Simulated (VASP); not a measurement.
# Cu (Fm-3m) in VASP: single point with PBE

Aim: the single point of Cu with PBE.

Everything below comes from runs of VASP 6.6.1. Logs are shortened: lines on timing, memory, paths and dates and some standing lists are left out, and cuts for length are marked.

**1. The crystal as given**

Symmetry: Fm-3m, No. 225, cubic system. Conventional cell: a = 3.636 Å, b = 3.636 Å, c = 3.636 Å, α = 90.00°, β = 90.00°, γ = 90.00°. Cu (site symmetry m-3m) is surrounded by 12 Cu at 2.57 Å.

**2. Single point, PBE**

INCAR reads:

```
PREC = Accurate
ENCUT = 520
EDIFF = 1E-6
ISMEAR = 1
SIGMA = 0.1
LREAL = F
LASPH = T
NELM = 80
ALGO = Normal
ISIF = 2
LWAVE = F
LCHARG = F
GGA = PE
ICORELEVEL = 1
```

KPOINTS reads:

```
Automatic mesh
0
Gamma
  15 15 25
```

POSCAR reads:

```
Cu
1.0
    2.5708408500      0.0000000000      0.0000000000
   -1.2854204300      2.2264134900      0.0000000000
    1.2854204300      0.7421378300      2.0990827700
Cu
1
Direct
    0.0000000000      0.0000000000      0.0000000000
```

Potentials or basis: VASP PAW PBE potentials, release 64 (Cu).

On the command line:

```
$ cat potpaw_PBE.64/Cu/POTCAR > POTCAR
$ mpirun -np 1 vasp_std > vasp.out
```

OUTCAR:

```text
PREC = Accurate
   ENCUT = 520
   EDIFF = 1E-6
   ISMEAR = 1
   LREAL = F
   LASPH = T
   NELM = 80
   ISIF = 2
   GGA = PE

 ion  position               nearest neighbor table
   1  0.000  0.000  0.000-

  LATTYP: Found a face centered cubic cell.
 ALAT       =     3.6357179968

  Lattice vectors:

 A1 = (  -2.5708408500,   0.0000000000,   0.0000000000)
 A2 = (  -1.2854204200,   0.7421378300,   2.0990827700)
 A3 = (  -1.2854204300,   2.2264134900,   0.0000000000)

Analysis of symmetry for initial positions (statically):
=====================================================================
 Subroutine PRICEL returns:
 Original cell was already a primitive cell.

 Routine SETGRP: Setting up the symmetry group for a
 face centered cubic supercell.

 Subroutine GETGRP returns: Found 48 space group operations
 (whereof 48 operations were pure point group operations)
 out of a pool of 48 trial point group operations.

The static configuration has the point symmetry O_h .

Analysis of symmetry for dynamics (positions and initial velocities):
=====================================================================
 Subroutine PRICEL returns:
 Original cell was already a primitive cell.

 Routine SETGRP: Setting up the symmetry group for a
 face centered cubic supercell.

 Subroutine GETGRP returns: Found 48 space group operations
 (whereof 48 operations were pure point group operations)
 out of a pool of 48 trial point group operations.

The dynamic configuration has the point symmetry O_h .

 Subroutine INISYM returns: Found 48 space group operations
 (whereof 48 operations are pure point group operations),
 and found     1 'primitive' translations

----------------------------------------------------------------------------------------

                                     Primitive cell

  volume of cell :      12.0146

  direct lattice vectors                    reciprocal lattice vectors
     2.570840850  0.000000000  0.000000000     0.388977793  0.224576434 -0.317599038
    -1.285420430  2.226413490  0.000000000     0.000000000  0.449152866 -0.158799519
     1.285420430  0.742137830  2.099082770     0.000000000  0.000000000  0.476398556

  length of vectors
     2.570840850  2.570840857  2.570840858     0.550097671  0.476398556  0.476398556

  position of ions in fractional coordinates (direct lattice)
     0.000000000  0.000000000  0.000000000

  ion indices of the primitive-cell ions
   primitive index   ion index
                 1           1

----------------------------------------------------------------------------------------

 KPOINTS: Automatic mesh

Automatic generation of k-mesh.
 Grid dimensions read from file:
 generate k-points for:   15   15   25

 Generating k-lattice:

  Cartesian coordinates                     Fractional coordinates (reciprocal lattice)
     0.025931853  0.014971762 -0.021173269     0.066666667 -0.000000000  0.000000000
     0.000000000  0.029943524 -0.010586635     0.000000000  0.066666667 -0.000000000
     0.000000000  0.000000000  0.019055942     0.000000000  0.000000000  0.040000000

  Length of vectors
     0.036673178  0.031759904  0.019055942

  Shift w.r.t. Gamma in fractional coordinates (k-lattice)
     0.000000000  0.000000000  0.000000000

 -----------------------------------------------------------------------------
|                                                                             |
|           W    W    AA    RRRRR   N    N  II  N    N   GGGG   !!!           |
|           W    W   A  A   R    R  NN   N  II  NN   N  G    G  !!!           |
|           W    W  A    A  R    R  N N  N  II  N N  N  G       !!!           |
|           W WW W  AAAAAA  RRRRR   N  N N  II  N  N N  G  GGG   !            |
|           WW  WW  A    A  R   R   N   NN  II  N   NN  G    G                |
|           W    W  A    A  R    R  N    N  II  N    N   GGGG   !!!           |
|                                                                             |
|     Your reciprocal lattice and k-lattice belong to different lattice       |
|     classes:                                                                |
|                                                                             |
|        The reciprocal lattice is body-centered cubic,                       |
|        whereas your k-lattice is base-centered monoclinic.                  |
|                                                                             |
|     Results are often still useful ...                                      |
|                                                                             |
 -----------------------------------------------------------------------------

 WARNING: IBZKPT: internal override: KBLOWUP is changed to .FALSE.
      ... skipping the blow-up phase ...

 Subroutine IBZKPT returns following result:
 ===========================================

 Found   1040 irreducible k-points:

 Following reciprocal coordinates:
            Coordinates               Weight
  0.000000  0.000000  0.000000      1.000000
  0.066667  0.000000  0.000000      2.000000
  0.133333  0.000000 -0.000000      2.000000
  0.200000  0.000000  0.000000      6.000000
  0.266667  0.000000 -0.000000      2.000000
  0.333333  0.000000  0.000000      2.000000
[... 16 lines left out ...]
  0.400000  0.133333  0.000000     12.000000
 -0.066667  0.133333 -0.000000      2.000000
 [... further k-points ...]
   k-points           NKPTS =   1040   k-points in BZ     NKDIM =   1040   number of bands    NBANDS=      9
   number of dos      NEDOS =    301   number of ions     NIONS =      1
   total plane-waves  NPLWV =   8000
   dimension x,y,z NGX =    20 NGY =   20 NGZ =   20
   dimension x,y,z NGXF=    40 NGYF=   40 NGZF=   40
   ions per type =               1
   NGX,Y,Z   is equivalent  to a cutoff of  12.93, 12.93, 12.93 a.u.
   NGXF,Y,Z  is equivalent  to a cutoff of  25.87, 25.87, 25.87 a.u.
 SYSTEM =  unknown system
   PREC   = accura    normal or accurate (medium, high low for compatibility)
   ISTART =      0    job   : 0-new  1-cont  2-samecut
   ICHARG =      2    charge: 1-file 2-atom 10-const
   ISPIN  =      1    spin polarized calculation?
   LNONCOLLINEAR =      F non collinear calculations
   LSORBIT =      F    spin-orbit coupling
   LASPH  =      T    aspherical Exc in radial PAW
   ENCUT  =  520.0 eV  38.22 Ry    6.18 a.u.   4.78  4.78  4.78*2*pi/ulx,y,z
   NELM   =     80;   NELMIN=  2; NELMDL= -5     # of ELM steps
   EDIFF  = 0.1E-05   stopping-criterion for ELM
   LREAL  =      F    real-space projection
   EDIFFG = 0.1E-04   stopping-criterion for IOM
   NSW    =      0    number of steps for IOM
   IBRION =     -1    ionic relax: 0-MD 1-quasi-New 2-CG
   NFREE  =      0    steps in history (QN), initial steepest desc. (CG)
   ISIF   =      2    stress and relaxation
   ISYM   =      2    0-nonsym 1-usesym 2-fastsym
   POTIM  = 0.5000    time-step for ionic-motion
   TEBEG  =    0.0;   TEEND  =   0.0 temperature during run
   PSTRESS=    0.0 pullay stress
   NELECT =      11.0000    total number of electrons
   NUPDOWN=      -1.0000    fix difference up-down
   EMIN   =  10.00;   EMAX   =-10.00  energy-range for DOS
   EFERMI =   0.00;   METHOD = LEGACY
   ISMEAR =     1;   SIGMA  =   0.10  broadening in eV -4-tet -1-fermi 0-gaus
   EFERMI_NEDOS =   21; number of points for ismear=-14 and -15
   IALGO  =     38    algorithm
   IMIX   =      4    mixing-type and parameters
     AMIX     =   0.40;   BMIX     =  1.00
     AMIX_MAG =   1.60;   BMIX_MAG =  1.00
  volume/ion in A,a.u.               =      12.01        81.08
  Fermi-wavevector in a.u.,A,eV,Ry     =   1.589653  3.004008 34.381856  2.526995
  Thomas-Fermi vector in A             =   2.688469
   LORBIT       =      0    0 simple, 1 ext, 2 COOP (PROOUT), +10 PAW based schemes
   GGA     = PE    functional components
   LHFCALC =     F    Hartree Fock is set to
   AEXX    =    0.0000 exact exchange contribution
   IVDW    =     0    specifies the selected vdW correction
   LEPSILON=     F    determine dielectric tensor
   LRPA    =     F    only Hartree local field effects (RPA)
 non-spin polarized calculation
 Methfessel and Paxton  Order N= 1 SIGMA  =   0.10
  energy-cutoff  :      520.00
  volume of cell :       12.01
 maximum number of plane-waves:       334
   NGX =  9   NGY =  9   NGZ =  9

 number of electron      10.9999996 magnetization

 Free energy of the ion-electron system (eV)
  ---------------------------------------------------
  ext. energy  EPLUGINS =         0.00000000
  ---------------------------------------------------
  free energy    TOTEN  =        -3.72757629 eV

  energy without entropy =       -3.72774922  energy(sigma->0) =       -3.72763394

 the core state eigenenergies are
   1-  1s  -8841.3672  2s  -1053.6584  2p   -908.1229  3s   -105.2346  3p    -62.5998

 E-fermi :   7.4418     XC(G=0): -12.6270

 val. band max:        7.4395271518   @ k =   0.1333   0.4667   0.0400
 cond. band min:       7.4454911975   @ k =  -0.3333  -0.0000   0.1200
 fundamental gap:      0.0059640458
 Fermi energy:         7.4417819036

 k-point     1 :       0.0000    0.0000    0.0000
  band No.  band energies     occupation
      1      -1.8468      2.00000
      2       4.3962      2.00000
      3       4.3962      2.00000
      4       4.3962      2.00000
      5       5.1963      2.00000
      6       5.1963      2.00000
      7      29.8315      0.00000
      8      32.3427      0.00000
      9      32.3427      0.00000

 k-point     2 :       0.0667    0.0000    0.0000
  band No.  band energies     occupation
      1      -1.6337      2.00000
      2       4.3344      2.00000
      3       4.4460      2.00000
      4       4.4460      2.00000
      5       5.1406      2.00000
      6       5.2189      2.00000
      7      29.1420      0.00000
      8      30.5603      0.00000
      9      30.5603      0.00000
[... 253 lines left out ...]
 k-point    24 :      -0.0667    0.1333   -0.0000
  band No.  band energies     occupation
      1      -1.4230      2.00000
      2       4.3027      2.00000
      3       4.4689      2.00000
      4       4.4822      2.00000
      5       5.1274      2.00000
      6       5.2126      2.00000
      7      27.5817      0.00000
      8      28.5794      0.00000
      9      31.5043      0.00000

 [... further k-points ...]
[... 5 lines left out ...]
  --------------------------------------------------------------------------------------
  -------------------------------------------------------------------------------------
  Total       -0.0186087     -0.0186087     -0.0186087      0.0000000     -0.0000000     -0.0000000
  in kB       -2.4815104     -2.4815104     -2.4815104      0.0000000     -0.0000000     -0.0000000
  external PRESSURE =      -2.4815104 kB  Pullay stress =       0.0000000 kB

 VOLUME and BASIS-vectors are now :
 -----------------------------------------------------------------------------
  energy-cutoff  :      520.00
  volume of cell :       12.01
      direct lattice vectors                 reciprocal lattice vectors
     2.570840850  0.000000000  0.000000000     0.388977793  0.224576434 -0.317599038
    -1.285420430  2.226413490  0.000000000     0.000000000  0.449152866 -0.158799519
     1.285420430  0.742137830  2.099082770     0.000000000  0.000000000  0.476398556

 POSITION                                       TOTAL-FORCE (eV/Angst)
 -----------------------------------------------------------------------------------
      0.00000      0.00000      0.00000        -0.000000      0.000000      0.000000
 -----------------------------------------------------------------------------------
    total drift:                               -0.000000     -0.000000     -0.000000

  FREE ENERGIE OF THE ION-ELECTRON SYSTEM (eV)
  ---------------------------------------------------
  free  energy   TOTEN  =        -3.7275762918 eV

  energy  without entropy=       -3.7277492227  energy(sigma->0) =       -3.72763394
```

It took 79 s on 1 thread of AMD EPYC 7R13 (Zen 3), shared host; peak memory 0.2 GiB.

What came out:

```
Free energy            : -3.7276 eV
Pressure               : -0.2 GPa
Band gap on the k mesh : none (metal or under the smearing width)
```

Levels at points of the mesh, in eV from the Fermi level:
| k point | band 4 | band 5 | band 6 | band 7 | band 8 | band 9 |
| --- | --- | --- | --- | --- | --- | --- |
| (0.00, 0.00, 0.00) | -3.05 | -2.25 | -2.25 | 22.39 | 24.90 | 24.90 |

Core levels (eV, on the scale of the bands):
| atom | levels |
| --- | --- |
| 1 Cu | 1s -8841.4, 2s -1053.7, 2p -908.1, 3s -105.2, 3p -62.6 |
